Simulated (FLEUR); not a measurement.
Crystal: NaCl.

```
Cl Na
1.0
     0.00000    2.79406    2.79406
     2.79406    0.00000    2.79406
     2.79406    2.79406    0.00000
Cl Na
1 1
Direct
  0.50000 0.50000 0.50000
  0.00000 0.00000 0.00000
```

The cell is a database's computed one.

* Program: FLEUR MaX-R8.1 (later development tree)
* Task: single point
* Functional: PBE
* Potentials or basis: all-electron
* Basis: FLAPW
* Kmax: 3.8 1/bohr
* k mesh: 8 × 8 × 8
* Occupations: fermi-dirac, width 0.05 eV
* Spin: no spin polarisation
* Gmax: 11.8 1/bohr
* Muffin-tin radii: Cl 2.37, Na 2.37 bohr
* lmax: Cl 10, Na 10
* Local orbitals a species: Cl 4, Na 5
* Max iterations: 60
* Mixing factor: 0.05
* Mixer: Anderson
* Mixer history: 15
* Density convergence: 1e-05 me/bohr^3

On this cell: largest force zero by symmetry; band gap on the k mesh 5.22 eV, direct.

The same run follows on a disturbed copy (atoms moved at random, drawn with an rms of 0.05 Å):

```
Cl Na
1.0
     0.00000    2.79406    2.79406
     2.79406    0.00000    2.79406
     2.79406    2.79406    0.00000
Cl Na
1 1
Direct
  0.48821 0.51264 0.50193
  0.99583 0.00299 0.99639
```

What changes?

The energy moves by +0.7 meV/atom; largest force 0.069 eV/Å; band gap on the k mesh 5.22 eV, direct.

Forces in eV/Å, atoms in the order of the input:
```
Cl  -0.067  0.008 -0.009
Na   0.068 -0.009  0.009
```

